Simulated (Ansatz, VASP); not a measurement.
# Two plane-wave programs on MoS2

```xyz
3
Lattice="3.2275 0.0000 0.0000 -1.6137 2.7951 0.0000 0.0000 0.0000 6.3125" Properties=species:S:1:pos:R:3 pbc="T T T"
Mo    0.0000    0.0000    3.1562
S     1.6137    0.9317    4.7008
S     0.0000    1.8634    1.6117
```

Measurements of this composition are mostly on another form, of space group No. 194.

Alike in both runs: functional PBEsol; k mesh 9 × 9 × 4; occupations fermi-dirac, width 0.05 eV; no spin polarisation; Hubbard terms Mo d U = 5.0 eV.

|  | VASP | Ansatz |
| --- | --- | --- |
| version | VASP 6.6.1 | Ansatz 0.2.0 |
| potentials or method | VASP PAW PBE potentials, release 64 (Mo_sv, S) | Ansatz PAW |
| plane-wave cutoff (eV) | 520 | 420 |
| valence electrons in the cell | 26 | 26 |
| task | single point | band structure |

```csv
,VASP,Ansatz,Ansatz less VASP
gap on the k mesh at the Fermi level (eV),none,none,-
pressure (GPa),-0.6,-3.5,-2.90
largest component of the traceless stress (GPa),1.81,2.21,+0.404
rms of the force components (eV/Å),0.121,0.011,-0.1106
```

The programs project onto different local orbitals, so the same U acts differently. Atom by atom the forces differ by 0.132 eV/Å (rms over components). A gap of «none» marks a metal or a gap that the smearing closes.

Caveats: this functional lacks dispersion, which binds the layers, so the pressure and a relaxed spacing across them are unreliable; U without spin polarisation on a metal has little footing; the PAW data sets were made with another functional, which shifts forces and pressure a little (VASP); the PAW data sets come from PBE, with cores solved anew for the run's functional, which leaves a small shift of forces and pressure (Ansatz).
